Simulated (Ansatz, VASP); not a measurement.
# Two plane-wave programs on Si

```
Si
1.0
     0.00000    2.73505    2.73505
     2.73505    0.00000    2.73505
     2.73505    2.73505    0.00000
Si
2
Direct
  0.75000 0.75000 0.75000
  0.50000 0.50000 0.50000
```

Alike in both runs: functional PBE; k mesh 8 × 8 × 8; occupations gaussian, width 0.02 eV; no spin polarisation.

Ansatz relaxed the structure, and its values are those at the end. VASP's run is a single point on that final structure, the one shown.

```csv
,VASP,Ansatz
version,VASP 6.6.1,Ansatz 0.2.0
potentials or method,"VASP PAW PBE potentials, release 64 (Si)","scalar-relativistic, plane waves, PAW"
plane-wave cutoff (eV),520,420
valence electrons in the cell,8,8
```

VASP gave:

| Item | Value |
| --- | --- |
| gap on the k mesh at the Fermi level (eV) | 0.65 |
| least direct gap on the mesh (eV) | 2.56 |
| pressure (GPa) | -0.1 |

Problem. Estimate Ansatz's values.

Solution. gap on the k mesh at the Fermi level (eV): 0.65; least direct gap on the mesh (eV): 2.55; pressure (GPa): 0.0.

The functional is the same, so the differences come from potentials, cutoffs and numerics.

A k mesh can miss the band edges. As with any semilocal functional, this PBE gap is likely too small.
